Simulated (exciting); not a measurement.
Set up this calculation in exciting (release sodium), as the native input.

| Item | Value |
| --- | --- |
| Task | single point |
| Functional | PBE |
| Potentials or basis | all-electron LAPW+lo, shipped species files, valence relativity iora* |
| rgkmax | 7.5 |
| k mesh | 8 × 8 × 8 |
| Occupations | gaussian, width 0.011 eV |
| Spin | no spin polarisation |
| outputlevel | normal |
| gmaxvr (cutoff of density and potential) | 14 1/bohr |
| lmaxapw (and lmaxmat) | 10 |
| lmaxvr | 8 |
| nempty | 10 |
| Valence relativity | iora* |
| epsengy | 1e-05 Ha |
| epspot | 1e-05 Ha |
| maxscl | 60 |
| Muffin-tin radii | Cl 1.9, Na 2.0 bohr |

The system is NaCl.

```
Cl Na
1.0
     0.00000    2.79406    2.79406
     2.79406    0.00000    2.79406
     2.79406    2.79406    0.00000
Cl Na
1 1
Direct
  0.50000 0.50000 0.50000
  0.00000 0.00000 0.00000
```

The cell is a database's computed one.

One way to write it, as run:

input.xml

```xml
<input>
  <title>NaCl</title>
  <structure speciespath="./" tshift="false">
    <crystal scale="1">
      <basevect>0.000000000000 5.280014256344 5.280014256344</basevect>
      <basevect>5.280014256344 0.000000000000 5.280014256344</basevect>
      <basevect>5.280014256344 5.280014256344 0.000000000000</basevect>
    </crystal>
    <species speciesfile="Cl.xml" rmt="1.9">
      <atom coord="0.500000000000 0.500000000000 0.500000000000"/>
    </species>
    <species speciesfile="Na.xml" rmt="2">
      <atom coord="0.000000000000 0.000000000000 0.000000000000"/>
    </species>
  </structure>
  <groundstate do="fromscratch" ngridk="8 8 8" rgkmax="7.5" gmaxvr="14" lmaxapw="10" lmaxmat="10" lmaxvr="8" xctype="GGA_PBE" stype="Gaussian" swidth="0.00040424" nempty="10" ValenceRelativity="iora*" epsengy="1e-05" epspot="1e-05" maxscl="60" tforce="true" outputlevel="normal"/>
</input>
```

Potentials or basis: all-electron LAPW+lo, shipped species files, valence relativity iora*.

Command:

```bash
$ OMP_NUM_THREADS=1 exciting_smp
```

It gave:

```
Band gap on the k mesh                            : 5.24 eV, direct
All electrons inside the program's atomic spheres : Cl 14.75; Na 9.94 (radii Cl 1.9, Na 2.0 bohr)
```

Wall time 64 s on 1 thread of Arm Neoverse V1, on a shared host, peak memory 0.14 GiB.
